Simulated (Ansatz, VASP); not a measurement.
## Two plane-wave programs on InP

```
CELL_PARAMETERS angstrom
0.00000 2.70751 2.70751
2.70751 0.00000 2.70751
2.70751 2.70751 0.00000
ATOMIC_POSITIONS crystal
In 0.00000 0.00000 0.00000
P 0.50000 0.50000 0.50000
```

Measurements of this composition are mostly on another form, of space group No. 216.

Alike in both runs: task relaxation of cell and atoms; functional LDA; k mesh 14 × 14 × 14; occupations gaussian, width 0.1 eV; no spin polarisation.

```csv
,VASP,Ansatz
version,VASP 6.6.1,Ansatz 0.2.0
potentials or method,"VASP PAW LDA potentials, release 64 (In_d, P)","scalar-relativistic, plane waves, PAW"
plane-wave cutoff (eV),600,420
valence electrons in the cell,18,18
```

Ansatz gave:

```
gap on the k mesh at the Fermi level, each at its own relaxed structure (eV) : none
relaxed volume (Å³/atom)                                                     : 19.87
relaxed cell length with the largest relative difference (Å)                 : 3.831
```

Q: What did VASP give for the same quantities?

A: gap on the k mesh at the Fermi level, each at its own relaxed structure (eV): none; relaxed volume (Å³/atom): 19.89; relaxed cell length with the largest relative difference (Å): 3.832.

A gap of «none» marks a metal or a gap that the smearing closes.
